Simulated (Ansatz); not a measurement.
## A series in volume per atom on LiF

All results are calculated (Ansatz 0.2.0). Periodic Kohn-Sham DFT of a crystal at fixed atoms; pressure and stress are positive in compression; the energy is the free energy less that of spherical unpolarised free atoms; site moments are those in the method's own spheres, positive along +z.

Cell of the first row (space group Fm-3m, No. 225):
```
CELL_PARAMETERS angstrom
0.00000 1.97290 1.97290
1.97290 0.00000 1.97290
1.97290 1.97290 0.00000
ATOMIC_POSITIONS crystal
Li 0.00000 0.00000 0.00000
F 0.50000 0.50000 0.50000
```

Settings of every row: method all-electron PAW; functional LDA; relativity scalar; k mesh 10x10x10; filling fermi-dirac; smearing width 0.03 eV; nucleus gaussian.

Atom start moment: 0 on all atoms.

| row | volume per atom (Å³) | pressure (GPa) |
| --- | --- | --- |
| 1 | 7.679 | -2.222 |
| 2 | 7.761 | -3.025 |
| 3 | 7.842 | -3.773 |
| 4 | 8.006 | -5.155 |
| 5 | 8.087 | -5.789 |
| 6 | 8.169 | -6.387 |
| 7 | 8.251 | -6.951 |
| 8 | 8.333 | -7.485 |
| 9 | 8.496 | -8.462 |
| 10 | 8.578 | -8.912 |
| 11 | 8.659 | ? |

Question: what pressure should row 11 give?

Worked fit of pressure. Take u = (V_r/V)^(2/3) − 1 with V_r = 8.128 Å³ an atom, which is twice the finite (Eulerian) strain; such expansions in the strain, on which the Birch-Murnaghan equation of state is built, carry the rest volume and the bulk modulus. The shown rows have u = 0.03861, 0.03128, 0.02417, 0.01013, 0.00338, -0.00335, -0.00996, -0.01647, -0.02909, -0.03529. Least squares give pressure = −6.0904 + 89.498 × u + 273.56 × u² GPa; a straight line predicts inner rows, each left out in turn, worse (root mean square 0.13 against 0.0043 GPa). The rows lie off it by 0.005, -0.002, -0.006, 0.001, -0.004, 0.000, 0.004, 0.005, 0.000, -0.004 (root mean square 0.0037 GPa). The withheld row has u = -0.04131, so the fit gives −6.0904 + 89.498 × (-0.04131) + 273.56 × (-0.04131)² = -9.321 GPa.

The calculation gave -9.341 GPa. The fit lies 0.020 GPa (0.28 % of the column's range) above it; its largest miss of a shown row is 0.006 GPa. This row lies beyond the range of the fit.
